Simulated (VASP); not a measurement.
# Sc (P-1) in VASP: a series of runs, part 2 of 2

VASP 6.6.1. Earlier steps stand in the parts before.

## 5. Single point, PBEsol

INCAR

```
SYSTEM = Sc
  PREC = Accurate
  ENCUT = 300
  EDIFF = 1E-6
  ISMEAR = 1
  SIGMA = 0.2
  LREAL = .FALSE.
  LASPH = .TRUE.
  NELM = 100
  ALGO = Normal
  ISIF = 2
  LWAVE = .FALSE.
  LCHARG = .FALSE.
  GGA = PS
  ADDGRID = .FALSE.
```

KPOINTS

```
regular mesh
0
G
  6 6 6
  0 0 0
```

POSCAR

```
Sc
1.0
    3.2019616822      0.0000000000      0.0000000000
    1.5021078373      2.8441406042      0.0000000000
    1.5489936237      0.9264468030      2.6741812389
Sc
1
Direct
    0.0000000000      0.0000000000      0.0000000000
```

Potentials or basis: VASP PAW PBE potentials, release 64 (Sc_sv).

On the command line:

```
$ cat potpaw_PBE.64/Sc_sv/POTCAR > POTCAR
$ mpirun -np 1 vasp_std > vasp.out
```

OUTCAR:

```text
SYSTEM = Sc
   PREC = Accurate
   ENCUT = 300
   EDIFF = 1E-6
   ISMEAR = 1
   LREAL = .FALSE.
   LASPH = .TRUE.
   NELM = 100
   ISIF = 2
   GGA = PS

 Found    112 irreducible k-points:

 Following reciprocal coordinates:
            Coordinates               Weight
  0.000000  0.000000  0.000000      1.000000
  0.166667  0.000000 -0.000000      2.000000
  0.333333  0.000000  0.000000      2.000000
  0.500000  0.000000  0.000000      1.000000
  0.000000  0.166667 -0.000000      2.000000
  0.166667  0.166667 -0.000000      2.000000
   k-points           NKPTS =    112   k-points in BZ     NKDIM =    112   number of bands    NBANDS=      9
   number of dos      NEDOS =    301   number of ions     NIONS =      1
   total plane-waves  NPLWV =   5832
   dimension x,y,z NGX =    18 NGY =   18 NGZ =   18
   dimension x,y,z NGXF=    36 NGYF=   36 NGZF=   36
   ions per type =               1
   NGX,Y,Z   is equivalent  to a cutoff of   9.35,  9.30,  9.28 a.u.
   NGXF,Y,Z  is equivalent  to a cutoff of  18.69, 18.61, 18.55 a.u.
 SYSTEM =  Sc
   PREC   = accura    normal or accurate (medium, high low for compatibility)
   ISTART =      0    job   : 0-new  1-cont  2-samecut
   ICHARG =      2    charge: 1-file 2-atom 10-const
   ISPIN  =      1    spin polarized calculation?
   LNONCOLLINEAR =      F non collinear calculations
   LSORBIT =      F    spin-orbit coupling
   LASPH  =      T    aspherical Exc in radial PAW
   ENCUT  =  300.0 eV  22.05 Ry    4.70 a.u.   4.52  4.54  4.56*2*pi/ulx,y,z
   NELM   =    100;   NELMIN=  2; NELMDL= -5     # of ELM steps
   EDIFF  = 0.1E-05   stopping-criterion for ELM
   LREAL  =      F    real-space projection
   EDIFFG = 0.1E-04   stopping-criterion for IOM
   NSW    =      0    number of steps for IOM
   IBRION =     -1    ionic relax: 0-MD 1-quasi-New 2-CG
   NFREE  =      0    steps in history (QN), initial steepest desc. (CG)
   ISIF   =      2    stress and relaxation
   ISYM   =      2    0-nonsym 1-usesym 2-fastsym
   POTIM  = 0.5000    time-step for ionic-motion
   TEBEG  =    0.0;   TEEND  =   0.0 temperature during run
   PSTRESS=    0.0 pullay stress
   NELECT =      11.0000    total number of electrons
   NUPDOWN=      -1.0000    fix difference up-down
   EMIN   =  10.00;   EMAX   =-10.00  energy-range for DOS
   EFERMI =   0.00;   METHOD = LEGACY
   ISMEAR =     1;   SIGMA  =   0.20  broadening in eV -4-tet -1-fermi 0-gaus
   EFERMI_NEDOS =   21; number of points for ismear=-14 and -15
   IALGO  =     38    algorithm
   IMIX   =      4    mixing-type and parameters
     AMIX     =   0.40;   BMIX     =  1.00
     AMIX_MAG =   1.60;   BMIX_MAG =  1.00
  volume/ion in A,a.u.               =      24.35       164.34
  Fermi-wavevector in a.u.,A,eV,Ry     =   1.256087  2.373660 21.466653  1.577755
  Thomas-Fermi vector in A             =   2.389812
   LORBIT       =      0    0 simple, 1 ext, 2 COOP (PROOUT), +10 PAW based schemes
   GGA     = PS    functional components
   LHFCALC =     F    Hartree Fock is set to
   AEXX    =    0.0000 exact exchange contribution
   IVDW    =     0    specifies the selected vdW correction
   LEPSILON=     F    determine dielectric tensor
   LRPA    =     F    only Hartree local field effects (RPA)
 non-spin polarized calculation
 Methfessel and Paxton  Order N= 1 SIGMA  =   0.20
  energy-cutoff  :      300.00
  volume of cell :       24.35
 maximum number of plane-waves:       298
   NGX =  9   NGY =  9   NGZ =  9

 number of electron      10.9999995 magnetization

 Free energy of the ion-electron system (eV)
  ---------------------------------------------------
  ext. energy  EPLUGINS =         0.00000000
  ---------------------------------------------------
  free energy    TOTEN  =        -6.56003019 eV

  energy without entropy =       -6.56204510  energy(sigma->0) =       -6.56070182

 E-fermi :   3.6856     XC(G=0): -10.0382

 val. band max:        3.6076804233   @ k =  -0.3333   0.1667   0.1667
 cond. band min:       3.7051760133   @ k =   0.5000   0.3333   0.1667
 fundamental gap:      0.0974955901
 Fermi energy:         3.6855510569

 k-point     1 :       0.0000    0.0000    0.0000
  band No.  band energies     occupation
      1     -45.4816      2.00000
      2     -23.9953      2.00000
      3     -23.9925      2.00000
      4     -23.9768      2.00000
      5      -1.5153      2.00000
      6       5.1357     -0.00000
      7       5.2172     -0.00000
      8       5.5098     -0.00000
      9       6.6553     -0.00000
[... 49 lines left out ...]
 k-point     6 :       0.1667    0.1667   -0.0000
  band No.  band energies     occupation
      1     -45.4597      2.00000
      2     -24.0945      2.00000
      3     -24.0351      2.00000
      4     -24.0190      2.00000
      5      -0.5851      2.00000
      6       4.6300     -0.00000
      7       5.5700     -0.00000
      8       5.7734     -0.00000
      9       6.0800     -0.00000

 [... further k-points ...]

------------------------ aborting loop because EDIFF is reached ----------------------------------------

  FORCE on cell =-STRESS in cart. coord.  units (eV):
  Direction    XX          YY          ZZ          XY          YZ          ZX
  --------------------------------------------------------------------------------------
  -------------------------------------------------------------------------------------
  Total       -0.1657753     -0.4031334     -0.3896976      0.1531966      0.0702842      0.0779099
  in kB      -10.9061721    -26.5217002    -25.6377702     10.0786372      4.6239194      5.1256026
  external PRESSURE =     -21.0218808 kB  Pullay stress =       0.0000000 kB

 VOLUME and BASIS-vectors are now :
 -----------------------------------------------------------------------------
  energy-cutoff  :      300.00
  volume of cell :       24.35
      direct lattice vectors                 reciprocal lattice vectors
     3.201961682  0.000000000  0.000000000     0.312308547 -0.164943011 -0.123758636
     1.502107837  2.844140604  0.000000000     0.000000000  0.351600058 -0.121808778
     1.548993624  0.926446803  2.674181239     0.000000000  0.000000000  0.373946233

 POSITION                                       TOTAL-FORCE (eV/Angst)
 -----------------------------------------------------------------------------------
      0.00000      0.00000      0.00000         0.000000     -0.000000      0.000000
 -----------------------------------------------------------------------------------
    total drift:                               -0.000000      0.000000      0.000000

  FREE ENERGIE OF THE ION-ELECTRON SYSTEM (eV)
  ---------------------------------------------------
  free  energy   TOTEN  =        -6.5600301870 eV

  energy  without entropy=       -6.5620451006  energy(sigma->0) =       -6.56070182
```

OSZICAR:

```text
N       E                     dE             d eps       ncg     rms          rms(c)
DAV:   1     0.430116154401E+02    0.43012E+02   -0.42078E+03  2104   0.803E+02
DAV:   2    -0.627509447518E+01   -0.49287E+02   -0.48846E+02  2102   0.278E+02
DAV:   3    -0.731189661062E+01   -0.10368E+01   -0.99557E+00  2941   0.420E+01
DAV:   4    -0.732818774933E+01   -0.16291E-01   -0.16214E-01  3163   0.400E+00
DAV:   5    -0.732823767403E+01   -0.49925E-04   -0.49911E-04  2962   0.200E-01    0.556E+00
DAV:   6    -0.665461881669E+01    0.67362E+00   -0.15330E+00  3052   0.186E+01    0.164E+00
DAV:   7    -0.656623801601E+01    0.88381E-01   -0.36498E-01  3088   0.804E+00    0.607E-01
DAV:   8    -0.656102741564E+01    0.52106E-02   -0.21756E-02  2876   0.256E+00    0.198E-01
DAV:   9    -0.656004319089E+01    0.98422E-03   -0.60042E-03  3099   0.104E+00    0.325E-02
DAV:  10    -0.656003106371E+01    0.12127E-04   -0.11602E-04  3195   0.141E-01    0.448E-03
DAV:  11    -0.656003018697E+01    0.87674E-06   -0.18128E-06  2564   0.214E-02
   1 F= -.65600302E+01 E0= -.65607018E+01  d E =0.201491E-02
```

stdout:

```text
POSCAR found type information on POSCAR Sc
 POSCAR found :  1 types and       1 ions
 scaLAPACK will be used
 -----------------------------------------------------------------------------
|                                                                             |
|                                                                             |
|     You enforced a specific xc type in the INCAR file but a different       |
|     I HOPE YOU KNOW WHAT YOU ARE DOING!                                     |
|                                                                             |
 -----------------------------------------------------------------------------

 LDA part: xc-table for (Slater+PW92), standard interpolation
 POSCAR, INCAR and KPOINTS ok, starting setup
 FFT: planning ... GRIDC
 FFT: planning ... GRID_SOFT
 FFT: planning ... GRID
 WAVECAR not read
 entering main loop
```

Run time: 4.9 s. Hardware: 1 thread of Intel Xeon 6975P-C (Granite Rapids), shared host; peak memory 0.12 GiB.

The run converged, but some of its settings lie outside the range that counts as converged, so its numbers aren't taken as properties of the crystal.

Results:

- Free energy: -6.5600 eV
- Pressure: -2.1 GPa
- Band gap on the k mesh: none (metal or under the smearing width)

Caveat: the k mesh is coarse (spacing up to 0.39 Å⁻¹), so the values aren't converged; the PAW data sets were made with another functional, which shifts forces and pressure a little.
